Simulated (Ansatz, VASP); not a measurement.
## One calculation of TaN, two programs

INCAR

```
ALGO     = Normal         # electronic algorithm
EDIFF    = 1E-7           # SCF threshold, eV
EDIFFG   = -0.05          # ionic threshold
ENCUT    = 600            # plane-wave cutoff, eV
GGA      = PS             # functional
IBRION   = 2              # ionic algorithm
ISIF     = 3              # what is computed and relaxed
ISMEAR   = 0              # smearing method
LASPH    = True           # aspherical terms in the spheres
LCHARG   = False          # write CHGCAR
LREAL    = False          # projectors in reciprocal space
LWAVE    = False          # write WAVECAR
NELM     = 100            # most SCF steps
NSW      = 100            # ionic steps
PREC     = Accurate       # precision mode
SIGMA    = 0.1            # smearing width, eV
```

File KPOINTS:

```
k-points
0
Gamma
  6 6 4
```

File POSCAR:

```
TaN
1.0
    3.0480019786      0.0000000000      0.0000000000
   -1.5240009893      2.6396471442      0.0000000000
    0.0000000000      0.0000000000      4.9180000000
Ta N
2 2
Direct
    0.0000000000      0.0000000000      0.0000000000
    0.0000000000      0.0000000000      0.5000000000
    0.3333333333      0.6666666667      0.2500000000
    0.6666666667      0.3333333333      0.7500000000
```

Input for Ansatz:

```yaml
crystal:
  lattice:
    - [3.0480019786, 0.0, 0.0]
    - [-1.5240009893, 2.6396471442, 0.0]
    - [0.0, 0.0, 4.918]
  atoms:
    - { symbol: Ta, position: [0.0, 0.0, 0.0] }
    - { symbol: Ta, position: [0.0, 0.0, 0.5] }
    - { symbol: "N", position: [0.3333333333, 0.6666666667, 0.25] }
    - { symbol: "N", position: [0.6666666667, 0.3333333333, 0.75] }
basis:
  ecutwfc: 420
kpoints:
  mp_grid: { grid: [6, 6, 4] }
hamiltonian:
  xc: pbesol
scf:
  occupations: { method: gaussian, width: 0.1 }
output:
  forces: true
  stress: true
  eigenvalues: true
relax:
  adjacent_minimum: "off"
  f_tol: 0.05
  max_steps: 80
  cell: { stress_tol: 0.5 }
```

Alike in both runs: task relaxation of cell and atoms; functional PBEsol; k mesh 6 × 6 × 4; occupations gaussian, width 0.1 eV; no spin polarisation.

|  | VASP | Ansatz |
| --- | --- | --- |
| version | VASP 6.6.1 | Ansatz 0.2.0 |
| potentials or method | VASP PAW PBE potentials, release 64 (Ta_pv, N) | scalar-relativistic, plane waves, PAW |
| plane-wave cutoff (eV) | 600 | 420 |
| valence electrons in the cell | 32 | 36 |

```csv
,VASP,Ansatz,Ansatz less VASP
"gap on the k mesh at the Fermi level, each at its own relaxed structure (eV)",none,none,-
relaxed volume (Å³/atom),10.62,10.59,-0.029
relaxed cell length with the largest relative difference (Å),2.893,2.890,-0.0030
energy change over the relaxation (meV/atom),-631,-623,+7.5
```

A gap of «none» marks a metal or a gap that the smearing closes. The two sets of potentials don't hold the same shells in valence.

Caveats: the k mesh is coarse (spacing up to 0.40 Å⁻¹), so the values aren't converged; the PAW data sets were made with another functional, which shifts forces and pressure a little (VASP). Zero-point motion and thermal expansion aren't in these numbers. Spin-orbit coupling is left out, which matters for the levels of Ta.
